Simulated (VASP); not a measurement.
# WC (P-6m2) in VASP: relaxation of cell and atoms with PBE

Aim: the relaxation of cell and atoms of WC with PBE.

Everything below comes from runs of VASP 6.6.1. Logs are shortened: lines on timing, memory, paths and dates and some standing lists are left out, and cuts for length are marked.

### 1 The structure

The structure is hexagonal, space group P-6m2 (No. 187). The conventional cell has a = 2.907 Å, b = 2.907 Å, c = 2.837 Å, α = 90.00°, β = 90.00°, γ = 120.00°. W (site symmetry -6m2) has 6 C at 2.20 Å as nearest neighbours. Around C (site symmetry -6m2) lie 6 W at 2.20 Å.

### 2 Relaxation of cell and atoms, PBE

The input, INCAR:

```
  ALGO = Normal
  EDIFF = 1E-7
  EDIFFG = -0.004
  ENCUT = 600
  GGA = PE
  IBRION = 2
  ISIF = 3
  ISMEAR = 0
  LASPH = True
  LCHARG = False
  LREAL = False
  LWAVE = False
  NELM = 80
  NSW = 80
  PREC = Accurate
  SIGMA = 0.1
```

The input, KPOINTS:

```
k-points
0
Gamma
  18 18 14
```

The input, POSCAR:

```
WC
1.0
    2.9065000000      0.0000000000      0.0000000000
   -1.4532500000      2.5171028400      0.0000000000
    0.0000000000      0.0000000000      2.8366000000
W C
1 1
Direct
    0.0000000000      0.0000000000      0.0000000000
    0.6666666700      0.3333333300      0.5000000000
```

Potentials or basis: VASP PAW PBE potentials, release 64 (W_sv, C).

Launch:

```sh
$ cat potpaw_PBE.64/W_sv/POTCAR potpaw_PBE.64/C/POTCAR > POTCAR
$ mpirun -np 1 vasp_std > vasp.out
```

OUTCAR:

```text
EDIFF = 1E-7
   EDIFFG = -0.004
   ENCUT = 600
   GGA = PE
   IBRION = 2
   ISIF = 3
   ISMEAR = 0
   LASPH = True
   LREAL = False
   NELM = 80
   NSW = 80
   PREC = Accurate

 ion  position               nearest neighbor table
   1  0.000  0.000  0.000-   2 2.20   2 2.20   2 2.20   2 2.20   2 2.20   2 2.20
   2  0.667  0.333  0.500-   1 2.20   1 2.20   1 2.20   1 2.20   1 2.20   1 2.20

  LATTYP: Found a hexagonal cell.
 ALAT       =     2.9065000000
 C/A-ratio  =     0.9759504559

  Lattice vectors:

 A1 = (   2.9065000000,   0.0000000000,   0.0000000000)
 A2 = (  -1.4532500000,   2.5171028400,   0.0000000000)
 A3 = (   0.0000000000,   0.0000000000,   2.8366000000)

Analysis of symmetry for initial positions (statically):
=====================================================================
 Subroutine PRICEL returns:
 Original cell was already a primitive cell.

 Routine SETGRP: Setting up the symmetry group for a
 hexagonal supercell.

 Subroutine GETGRP returns: Found 12 space group operations
 (whereof 12 operations were pure point group operations)
 out of a pool of 24 trial point group operations.

The static configuration has the point symmetry D_3h.

Analysis of symmetry for dynamics (positions and initial velocities):
=====================================================================
 Subroutine PRICEL returns:
 Original cell was already a primitive cell.

 Routine SETGRP: Setting up the symmetry group for a
 hexagonal supercell.

 Subroutine GETGRP returns: Found 12 space group operations
 (whereof 12 operations were pure point group operations)
 out of a pool of 24 trial point group operations.

The dynamic configuration has the point symmetry D_3h.

 Subroutine INISYM returns: Found 12 space group operations
 (whereof 12 operations are pure point group operations),
 and found     1 'primitive' translations

----------------------------------------------------------------------------------------

                                     Primitive cell

  volume of cell :      20.7525

  direct lattice vectors                    reciprocal lattice vectors
     2.906500000  0.000000000  0.000000000     0.344056425  0.198641069  0.000000000
    -1.453250000  2.517102840  0.000000000     0.000000000  0.397282139  0.000000000
     0.000000000  0.000000000  2.836600000     0.000000000  0.000000000  0.352534725

  length of vectors
     2.906500000  2.906500003  2.836600000     0.397282139  0.397282139  0.352534725

  position of ions in fractional coordinates (direct lattice)
     0.000000000  0.000000000  0.000000000
     0.666666670  0.333333330  0.500000000

  ion indices of the primitive-cell ions
   primitive index   ion index
                 1           1
                 2           2

----------------------------------------------------------------------------------------

 KPOINTS: k-points

Automatic generation of k-mesh.
 Grid dimensions read from file:
 generate k-points for:   18   18   14

 Generating k-lattice:

  Cartesian coordinates                     Fractional coordinates (reciprocal lattice)
     0.019114246  0.011035615  0.000000000     0.055555556  0.000000000  0.000000000
     0.000000000  0.022071230  0.000000000     0.000000000  0.055555556  0.000000000
     0.000000000  0.000000000  0.025181052     0.000000000  0.000000000  0.071428571

  Length of vectors
     0.022071230  0.022071230  0.025181052

  Shift w.r.t. Gamma in fractional coordinates (k-lattice)
     0.000000000  0.000000000  0.000000000

 Subroutine IBZKPT returns following result:
 ===========================================

 Found    296 irreducible k-points:

 Following reciprocal coordinates:
            Coordinates               Weight
  0.000000  0.000000  0.000000      1.000000
  0.055556  0.000000  0.000000      6.000000
  0.111111  0.000000  0.000000      6.000000
  0.166667  0.000000  0.000000      6.000000
  0.222222  0.000000  0.000000      6.000000
  0.277778  0.000000  0.000000      6.000000
[... 16 lines left out ...]
  0.333333  0.111111  0.000000     12.000000
  0.388889  0.111111  0.000000     12.000000
 [... further k-points ...]
   k-points           NKPTS =    296   k-points in BZ     NKDIM =    296   number of bands    NBANDS=     13
   number of dos      NEDOS =    301   number of ions     NIONS =      2
   total plane-waves  NPLWV =  13824
   dimension x,y,z NGX =    24 NGY =   24 NGZ =   24
   dimension x,y,z NGXF=    48 NGYF=   48 NGZF=   48
   ions per type =               1   1
   NGX,Y,Z   is equivalent  to a cutoff of  13.73, 13.73, 14.07 a.u.
   NGXF,Y,Z  is equivalent  to a cutoff of  27.46, 27.46, 28.13 a.u.
 SYSTEM =  unknown system
   PREC   = accura    normal or accurate (medium, high low for compatibility)
   ISTART =      0    job   : 0-new  1-cont  2-samecut
   ICHARG =      2    charge: 1-file 2-atom 10-const
   ISPIN  =      1    spin polarized calculation?
   LNONCOLLINEAR =      F non collinear calculations
   LSORBIT =      F    spin-orbit coupling
   LASPH  =      T    aspherical Exc in radial PAW
   ENCUT  =  600.0 eV  44.10 Ry    6.64 a.u.   5.81  5.81  5.67*2*pi/ulx,y,z
   NELM   =     80;   NELMIN=  2; NELMDL= -5     # of ELM steps
   EDIFF  = 0.1E-06   stopping-criterion for ELM
   LREAL  =      F    real-space projection
   EDIFFG = -.4E-02   stopping-criterion for IOM
   NSW    =     80    number of steps for IOM
   IBRION =      2    ionic relax: 0-MD 1-quasi-New 2-CG
   NFREE  =      1    steps in history (QN), initial steepest desc. (CG)
   ISIF   =      3    stress and relaxation
   ISYM   =      2    0-nonsym 1-usesym 2-fastsym
   POTIM  = 0.5000    time-step for ionic-motion
   TEBEG  =    0.0;   TEEND  =   0.0 temperature during run
   PSTRESS=    0.0 pullay stress
   NELECT =      18.0000    total number of electrons
   NUPDOWN=      -1.0000    fix difference up-down
   EMIN   =  10.00;   EMAX   =-10.00  energy-range for DOS
   EFERMI =   0.00;   METHOD = LEGACY
   ISMEAR =     0;   SIGMA  =   0.10  broadening in eV -4-tet -1-fermi 0-gaus
   EFERMI_NEDOS =   21; number of points for ismear=-14 and -15
   IALGO  =     38    algorithm
   IMIX   =      4    mixing-type and parameters
     AMIX     =   0.40;   BMIX     =  1.00
     AMIX_MAG =   1.60;   BMIX_MAG =  1.00
  volume/ion in A,a.u.               =      10.38        70.02
  Fermi-wavevector in a.u.,A,eV,Ry     =   1.561262  2.950358 33.164744  2.437540
  Thomas-Fermi vector in A             =   2.664353
   LORBIT       =      0    0 simple, 1 ext, 2 COOP (PROOUT), +10 PAW based schemes
   GGA     = PE    functional components
   LHFCALC =     F    Hartree Fock is set to
   AEXX    =    0.0000 exact exchange contribution
   IVDW    =     0    specifies the selected vdW correction
   LEPSILON=     F    determine dielectric tensor
   LRPA    =     F    only Hartree local field effects (RPA)
 conjugate gradient relaxation of ions
 non-spin polarized calculation
 Gauss-broadening in eV      SIGMA  =   0.10
  energy-cutoff  :      600.00
  volume of cell :       20.75
 maximum number of plane-waves:       704
 NGX is ok and might be reduce to    24
   NGX = 11   NGY = 11   NGZ = 11

--------------------------------------- Ionic step        1  -------------------------------------------

 number of electron      18.0000000 magnetization

 Free energy of the ion-electron system (eV)
  ---------------------------------------------------
  ext. energy  EPLUGINS =         0.00000000
  ---------------------------------------------------
  free energy    TOTEN  =       -22.44359950 eV

  energy without entropy =      -22.44226829  energy(sigma->0) =      -22.44293389

------------------------ aborting loop because EDIFF is reached ----------------------------------------

  FORCE on cell =-STRESS in cart. coord.  units (eV):
  Direction    XX          YY          ZZ          XY          YZ          ZX
  --------------------------------------------------------------------------------------
  -------------------------------------------------------------------------------------
  Total        0.8556198      0.8556198      0.8615885      0.0000000      0.0000000      0.0000000
  in kB       66.0574798     66.0574800     66.5182884      0.0000000      0.0000000      0.0000000
  external PRESSURE =      66.2110827 kB  Pullay stress =       0.0000000 kB
[... 165 lines left out ...]
  energy  without entropy=      -22.4492385137  energy(sigma->0) =      -22.44994343

--------------------------------------- Ionic step        6  -------------------------------------------

 number of electron      18.0000000 magnetization

 Free energy of the ion-electron system (eV)
  ---------------------------------------------------
  ext. energy  EPLUGINS =         0.00000000
  ---------------------------------------------------
  free energy    TOTEN  =       -22.45069989 eV

  energy without entropy =      -22.44929989  energy(sigma->0) =      -22.44999989

 E-fermi :  10.8290     XC(G=0): -13.7070

 val. band max:       10.8172783571   @ k =   0.4444   0.0000   0.5000
 cond. band min:      10.8366244304   @ k =   0.4444   0.0556   0.4286
 fundamental gap:      0.0193460732
 Fermi energy:        10.8290147940

 k-point     1 :       0.0000    0.0000    0.0000
  band No.  band energies     occupation
      1     -63.1976      2.00000
      2     -27.1744      2.00000
      3     -27.0841      2.00000
      4     -27.0841      2.00000
      5      -3.4808      2.00000
      6       6.6253      2.00000
      7       7.5690      2.00000
      8       7.5690      2.00000
      9      10.9400      0.11654
     10      14.0022      0.00000
     11      14.0022      0.00000
     12      16.3784      0.00000
     13      16.3784      0.00000
[... 353 lines left out ...]
 k-point    24 :       0.3889    0.1111    0.0000
  band No.  band energies     occupation
      1     -63.1441      2.00000
      2     -27.7989      2.00000
      3     -27.3145      2.00000
      4     -27.0707      2.00000
      5      -0.1695      2.00000
      6       4.0528      2.00000
      7       7.3029      2.00000
      8       7.4148      2.00000
      9      10.3477      2.00000
     10      12.6409      0.00000
     11      14.3263      0.00000
     12      15.5304      0.00000
     13      18.2470      0.00000

 [... further k-points ...]
[... 5 lines left out ...]
  --------------------------------------------------------------------------------------
  -------------------------------------------------------------------------------------
  Total        0.0011563      0.0011563      0.0054486     -0.0000000      0.0000000      0.0000000
  in kB        0.0877978      0.0877978      0.4137140     -0.0000000      0.0000000      0.0000000
  external PRESSURE =       0.1964365 kB  Pullay stress =       0.0000000 kB
[... 17 lines left out ...]
  FREE ENERGIE OF THE ION-ELECTRON SYSTEM (eV)
  ---------------------------------------------------
  free  energy   TOTEN  =       -22.4506998932 eV

  energy  without entropy=      -22.4492998900  energy(sigma->0) =      -22.44999989

 reached required accuracy - stopping structural energy minimisation
```

Run time: 2 min. Hardware: 1 thread of Intel Xeon Platinum 8488C (Sapphire Rapids), shared host; peak memory 0.24 GiB.

What came out:

```
Free energy                            : -22.4507 eV
Relaxed volume                         : 10.55 Å³/atom
Relaxed cell                           : a = 2.924 Å, b = 2.924 Å, c = 2.850 Å, α = 90.00°, β = 90.00°, γ = 120.00°
Space group after relaxing (to 0.05 Å) : P-6m2 (No. 187)
Energy gained by relaxing              : 3.6 meV/atom
Ionic steps                            : 6
Pressure after relaxing                : 0.0 GPa
Band gap on the k mesh                 : none (metal or under the smearing width)
```

Step by step:
| step | energy change (eV) | largest force (eV/Å) | pressure (GPa) | volume (Å³) |
| --- | --- | --- | --- | --- |
| 1 | 0.0000 | 0.0000 | 6.62 | 20.75 |
| 2 | 0.0425 | 0.0000 | -15.75 | 22.07 |
| 3 | -0.0070 | 0.0000 | -0.10 | 21.10 |
| 4 | -0.0070 | 0.0000 | 0.00 | 21.10 |
| 5 | -0.0070 | 0.0000 | 0.03 | 21.10 |
| 6 | -0.0071 | 0.0000 | 0.02 | 21.10 |

Final structure:
```xyz
2
Lattice="2.9240 0.0000 0.0000 -1.4620 2.5322 0.0000 0.0000 0.0000 2.8498" Properties=species:S:1:pos:R:3 pbc="T T T"
W     0.0000    0.0000    0.0000
C     1.4620    0.8441    1.4249
```

Levels at points of the mesh, in eV from the Fermi level:
| k point | band 5 | band 6 | band 7 | band 8 | band 9 | band 10 | band 11 | band 12 | band 13 |
| --- | --- | --- | --- | --- | --- | --- | --- | --- | --- |
| (0.00, 0.00, 0.00) | -14.31 | -4.20 | -3.26 | -3.26 | 0.11 | 3.17 | 3.17 | 5.55 | 5.55 |
| (0.50, 0.00, 0.00) | -11.02 | -6.94 | -3.52 | -3.48 | -0.46 | 2.31 | 4.43 | 4.77 | 6.78 |
| (0.00, 0.00, 0.50) | -10.37 | -8.53 | -1.97 | -1.97 | -0.55 | -0.55 | 3.63 | 4.49 | 4.49 |
| (0.50, 0.00, 0.50) | -11.17 | -6.34 | -4.23 | -4.14 | 0.27 | 4.33 | 5.20 | 6.50 | 9.02 |
